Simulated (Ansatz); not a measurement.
**Al, dhcp: how the functional moves the structure**

All rows: Ansatz, plane waves with scalar-relativistic PAW, 420 eV (500 eV for the SCAN forms), relaxed under each functional, no dispersion correction, no zero-point motion. B₀ comes from uniform scaling at fixed shape; a dash is a value not given.

| functional | V (Å³/atom) | cell | B₀ (GPa) | magnetic state | ΔE to fcc (meV/atom) |
| --- | --- | --- | --- | --- | --- |
| PBE | 16.56 | a = 2.845 Å, c = 9.454 Å (c/a = 3.324) | 77 | spin not included | 15 |
| r²SCAN | 15.97 | a = 2.823 Å, c = 9.255 Å (c/a = 3.278) | 91 | spin not included | 17 |
| PBEsol | 16.24 | a = 2.829 Å, c = 9.371 Å (c/a = 3.312) | 82 | spin not included | 15 |
| revPBE | 16.80 | a = 2.859 Å, c = 9.489 Å (c/a = 3.319) | 75 | spin not included | 15 |
| RPBE | 16.87 | a = 2.863 Å, c = 9.502 Å (c/a = 3.318) | 75 | spin not included | 14 |
| BLYP | 17.51 | a = 2.883 Å, c = 9.733 Å (c/a = 3.377) | 54 | spin not included | 15 |

(1) What does LDA give?

Results:

(1) V (Å³/atom): 15.87; cell: a = 2.806 Å, c = 9.305 Å (c/a = 3.316); B₀ (GPa): 83; magnetic state: spin not included; ΔE to fcc (meV/atom): 15.
